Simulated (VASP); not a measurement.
# InAs (F-43m) in VASP: further runs, part 2 of 2

VASP 6.6.1.

## (3) Single point, LDA (cell and atoms relaxed tightly for response)

File INCAR:

```
  PREC = Accurate
  ENCUT = 520
  EDIFF = 1E-6
  ISMEAR = -1
  SIGMA = 0.15
  LREAL = False
  LASPH = True
  NELM = 100
  ALGO = Fast
  ISIF = 2
  LWAVE = False
  LCHARG = False
  GGA = CA
  NBANDS = 16
```

File KPOINTS:

```
Automatic mesh
0
Gamma
  12 12 12
```

File POSCAR:

```
InAs
1.0
    0.0000000000      3.0133041413      3.0133041413
    3.0133041413      0.0000000000      3.0133041413
    3.0133041413      3.0133041413      0.0000000000
In As
1 1
Direct
    0.0000000000      0.0000000000      0.0000000000
    0.7500000000      0.7500000000      0.7500000000
```

Potentials or basis: VASP PAW LDA potentials, release 64 (In_d, As).

Command:

```
cat potpaw_LDA.64/In_d/POTCAR potpaw_LDA.64/As/POTCAR > POTCAR
mpirun -np 1 vasp_std > vasp.out
```

OUTCAR:

```text
PREC = Accurate
   ENCUT = 520
   EDIFF = 1E-6
   ISMEAR = -1
   LREAL = False
   LASPH = True
   NELM = 100
   ISIF = 2
   GGA = CA

 ion  position               nearest neighbor table
   1  0.000  0.000  0.000-   2 2.61   2 2.61   2 2.61   2 2.61
   2  0.750  0.750  0.750-   1 2.61   1 2.61   1 2.61   1 2.61

  LATTYP: Found a face centered cubic cell.
 ALAT       =     6.0266082826

  Lattice vectors:

 A1 = (   0.0000000000,   3.0133041413,   3.0133041413)
 A2 = (   3.0133041413,   0.0000000000,   3.0133041413)
 A3 = (   3.0133041413,   3.0133041413,   0.0000000000)

Analysis of symmetry for initial positions (statically):
=====================================================================
 Subroutine PRICEL returns:
 Original cell was already a primitive cell.

 Routine SETGRP: Setting up the symmetry group for a
 face centered cubic supercell.

 Subroutine GETGRP returns: Found 24 space group operations
 (whereof 24 operations were pure point group operations)
 out of a pool of 48 trial point group operations.

The static configuration has the point symmetry T_d .

Analysis of symmetry for dynamics (positions and initial velocities):
=====================================================================
 Subroutine PRICEL returns:
 Original cell was already a primitive cell.

 Routine SETGRP: Setting up the symmetry group for a
 face centered cubic supercell.

 Subroutine GETGRP returns: Found 24 space group operations
 (whereof 24 operations were pure point group operations)
 out of a pool of 48 trial point group operations.

The dynamic configuration has the point symmetry T_d .

 Subroutine INISYM returns: Found 24 space group operations
 (whereof 24 operations are pure point group operations),
 and found     1 'primitive' translations

----------------------------------------------------------------------------------------

[... 111 lines left out ...]
     AMIX     =   0.40;   BMIX     =  1.00
     AMIX_MAG =   1.60;   BMIX_MAG =  1.00
  volume/ion in A,a.u.               =      27.36       184.64
  Fermi-wavevector in a.u.,A,eV,Ry     =   1.130089  2.135559 17.376020  1.277101
  Thomas-Fermi vector in A             =   2.266785
   LORBIT       =      0    0 simple, 1 ext, 2 COOP (PROOUT), +10 PAW based schemes
   GGA     = CA    functional components
   LHFCALC =     F    Hartree Fock is set to
   AEXX    =    0.0000 exact exchange contribution
   IVDW    =     0    specifies the selected vdW correction
   LEPSILON=     F    determine dielectric tensor
   LRPA    =     F    only Hartree local field effects (RPA)
 non-spin polarized calculation
 RMM-DIIS sequential band-by-band and
  energy-cutoff  :      520.00
  volume of cell :       54.72
 maximum number of plane-waves:      1488
   NGX = 15   NGY = 15   NGZ = 15

 number of electron      17.9999992 magnetization

 Free energy of the ion-electron system (eV)
  ---------------------------------------------------
  ext. energy  EPLUGINS =         0.00000000
  ---------------------------------------------------
  free energy    TOTEN  =        -9.03084639 eV

  energy without entropy =       -9.02748278  energy(sigma->0) =       -9.02916458

 E-fermi :   4.8078     XC(G=0):  -9.4560

 val. band max:        4.4408166994   @ k =   0.0000   0.0000   0.0000
 cond. band min:       5.1833490982   @ k =   0.0833   0.0000   0.0000
 fundamental gap:      0.7425323988
 Fermi energy:         4.8078320986

 k-point     1 :       0.0000    0.0000    0.0000
  band No.  band energies     occupation
      1      -9.9363      2.00000
      2      -9.9363      2.00000
      3      -9.9363      2.00000
      4      -9.8034      2.00000
      5      -9.8034      2.00000
      6      -7.5396      2.00000
[... 433 lines left out ...]
      3      -9.8903      2.00000
      4      -9.8031      2.00000
      5      -9.7971      2.00000
      6      -5.8734      2.00000
[... 8 lines left out ...]
     15      14.1195      0.00000
     16      14.4940      0.00000

 [... further k-points ...]

------------------------ aborting loop because EDIFF is reached ----------------------------------------

  FORCE on cell =-STRESS in cart. coord.  units (eV):
  Direction    XX          YY          ZZ          XY          YZ          ZX
  --------------------------------------------------------------------------------------
  -------------------------------------------------------------------------------------
  Total        0.0559668      0.0559668      0.0559668      0.0000000      0.0000000      0.0000000
  in kB        1.6386340      1.6386340      1.6386340      0.0000000      0.0000000      0.0000000
  external PRESSURE =       1.6386340 kB  Pullay stress =       0.0000000 kB

 VOLUME and BASIS-vectors are now :
 -----------------------------------------------------------------------------
  energy-cutoff  :      520.00
  volume of cell :       54.72
      direct lattice vectors                 reciprocal lattice vectors
     0.000000000  3.013304141  3.013304141    -0.165930811  0.165930811  0.165930811
     3.013304141  0.000000000  3.013304141     0.165930811 -0.165930811  0.165930811
     3.013304141  3.013304141  0.000000000     0.165930811  0.165930811 -0.165930811

 POSITION                                       TOTAL-FORCE (eV/Angst)
 -----------------------------------------------------------------------------------
      0.00000      0.00000      0.00000         0.000000      0.000000      0.000000
      4.51996      4.51996      4.51996        -0.000000     -0.000000     -0.000000
 -----------------------------------------------------------------------------------
    total drift:                                0.000000      0.000000      0.000000

  FREE ENERGIE OF THE ION-ELECTRON SYSTEM (eV)
  ---------------------------------------------------
  free  energy   TOTEN  =        -9.0308463937 eV

  energy  without entropy=       -9.0274827753  energy(sigma->0) =       -9.02916458
```

OSZICAR:

```text
N       E                     dE             d eps       ncg     rms          rms(c)
DAV:   1     0.116030405372E+03    0.11603E+03   -0.84254E+03  2304   0.123E+03
DAV:   2    -0.107009106450E+01   -0.11710E+03   -0.11205E+03  2464   0.304E+02
DAV:   3    -0.913077454651E+01   -0.80607E+01   -0.80149E+01  2984   0.781E+01
DAV:   4    -0.933820700929E+01   -0.20743E+00   -0.20738E+00  2784   0.137E+01
DAV:   5    -0.934790714611E+01   -0.97001E-02   -0.97000E-02  3472   0.259E+00    0.477E+00
RMM:   6    -0.907371683995E+01    0.27419E+00   -0.25679E-01  2777   0.465E+00    0.253E+00
RMM:   7    -0.903508660109E+01    0.38630E-01   -0.13089E-01  2694   0.195E+00    0.778E-01
RMM:   8    -0.903044276108E+01    0.46438E-02   -0.13219E-02  3123   0.160E+00    0.144E-01
RMM:   9    -0.903069052759E+01   -0.24777E-03   -0.56776E-03  3392   0.672E-01    0.129E-01
RMM:  10    -0.903081176778E+01   -0.12124E-03   -0.15679E-03  3729   0.400E-01    0.106E-01
RMM:  11    -0.903084159450E+01   -0.29827E-04   -0.26472E-04  3712   0.122E-01    0.662E-02
RMM:  12    -0.903085322381E+01   -0.11629E-04   -0.38377E-05  2920   0.712E-02    0.698E-02
RMM:  13    -0.903084565794E+01    0.75659E-05   -0.20282E-05  3170   0.470E-02    0.915E-03
RMM:  14    -0.903084639366E+01   -0.73572E-06   -0.89675E-06  3388   0.217E-02
   1 F= -.90308464E+01 E0= -.90291646E+01  d E =-.336362E-02
```

stdout:

```text
POSCAR found type information on POSCAR InAs
 POSCAR found :  2 types and       2 ions
 scaLAPACK will be used
 LDA part: xc-table for (Slater(with rela. corr.)+CA(PZ))
 , standard interpolation
 POSCAR, INCAR and KPOINTS ok, starting setup
 FFT: planning ... GRIDC
 FFT: planning ... GRID_SOFT
 FFT: planning ... GRID
 WAVECAR not read
 entering main loop
```

Run time: 20 s. Hardware: 1 thread of Intel Xeon 6975P-C (Granite Rapids), shared host; peak memory 0.19 GiB.

Results:

```
Free energy            : -9.0308 eV
Pressure               : 0.2 GPa
Band gap on the k mesh : none (metal or under the smearing width)
```

## (4) Relaxation of cell and atoms, LDA (cell and atoms relaxed tightly for response)

File INCAR:

```
PREC = Accurate
ENCUT = 600
EDIFF = 1E-6
ISMEAR = -1
SIGMA = 0.15
LREAL = False
LASPH = True
NELM = 100
ALGO = Normal
ISIF = 3
LWAVE = False
LCHARG = False
GGA = CA
IBRION = 2
NSW = 80
EDIFFG = -0.001
```

KPOINTS is that of step 3.

File POSCAR:

```
InAs
1.0
    0.0000000000      3.0130550074      3.0130550074
    3.0130550074      0.0000000000      3.0130550074
    3.0130550074      3.0130550074      0.0000000000
In As
1 1
Direct
    0.0000000000      0.0000000000      0.0000000000
    0.7500000000      0.7500000000      0.7500000000
```

Command:

```
cat potpaw_LDA.64/In_d/POTCAR potpaw_LDA.64/As/POTCAR > POTCAR
mpirun -np 1 vasp_std > vasp.out
```

Wall time 67 s (1 thread of Intel Xeon 6975P-C (Granite Rapids), shared host); peak memory 0.23 GiB.

The run converged. Its results:

| Property | Result |
| --- | --- |
| Free energy | -9.0310 eV |
| Relaxed volume | 27.44 Å³/atom |
| Relaxed cell | a = 4.265 Å, b = 4.265 Å, c = 4.265 Å, α = 60.00°, β = 60.00°, γ = 60.00° |
| Space group after relaxing (to 0.05 Å) | F-43m (No. 216) |
| Energy gained by relaxing | 0.1 meV/atom |
| Ionic steps | 8 |
| Pressure after relaxing | 0.0 GPa |
| Band gap on the k mesh | none (metal or under the smearing width) |

The path:
```
step  energy change (eV)  largest force (eV/Å)  pressure (GPa)  volume (Å³)
   1              0.0000                0.0000            0.18        54.71
   2             -0.0001                0.0000           -0.07        54.96
   3             -0.0001                0.0000            0.01        54.89
   4             -0.0001                0.0000           -0.02        54.89
   5             -0.0001                0.0000           -0.03        54.89
   6             -0.0001                0.0000            0.03        54.85
   7             -0.0001                0.0000            0.01        54.87
   8             -0.0001                0.0000            0.00        54.88
```

Final structure:
```yaml
crystal:
  lattice:
    - [0.00000, 3.01615, 3.01615]
    - [3.01615, 0.00000, 3.01615]
    - [3.01615, 3.01615, 0.00000]
  atoms:
    - { symbol: In, position: [0.00000, 0.00000, 0.00000] }
    - { symbol: As, position: [0.75000, 0.75000, 0.75000] }
```

Levels at points of the mesh, in eV from the Fermi level:
```
           k point  band 5  band 6  band 7  band 8  band 9  band 10  band 11  band 12  band 13
(0.00, 0.00, 0.00)  -14.60  -12.33   -0.72   -0.36   -0.36    -0.36     3.46     3.46     3.46
(0.50, 0.00, 0.00)  -14.60  -10.82   -6.24   -1.38   -1.38     0.46     4.25     4.25     6.33
(0.50, 0.50, 0.00)  -14.58  -10.27   -6.31   -2.74   -2.74     1.04     1.59     8.68     8.82
```

## (5) Summary

```csv
task,cell,cutoff (eV),smearing,gap on the mesh (eV),pressure (GPa)
single point,as given,520,gaussian 0.1 eV,none,0.1
single point,cell and atoms relaxed tightly for response,520,fermi-dirac 0.15 eV,none,0.2
relaxation of cell and atoms,relaxed from: cell and atoms relaxed tightly for response,600,fermi-dirac 0.15 eV,none,0.0
```

Alike in all rows: level LDA; potentials or basis VASP PAW LDA potentials, release 64 (In_d, As); no spin polarisation; k mesh 12 × 12 × 12.

Caveats: this crystal is a semiconductor, whose small gap the functional closes, so the metal is an error of the method (some runs).

Total energies depend on the potentials used, so only differences within one code and one set of settings carry meaning.

## (6) Comparison with measurements

Step 2. Against the measured gap of InAs, 0.418 eV (direct; 4.2 K; a printed reference work, data compilation), the calculated 0.00 eV is off by -0.42 eV. Spin-orbit coupling on As, In is left out. The value is that of LDA on a finite k mesh, which can miss the band edges, without temperature or zero-point motion. Semilocal functionals fall short of measured gaps as a rule.
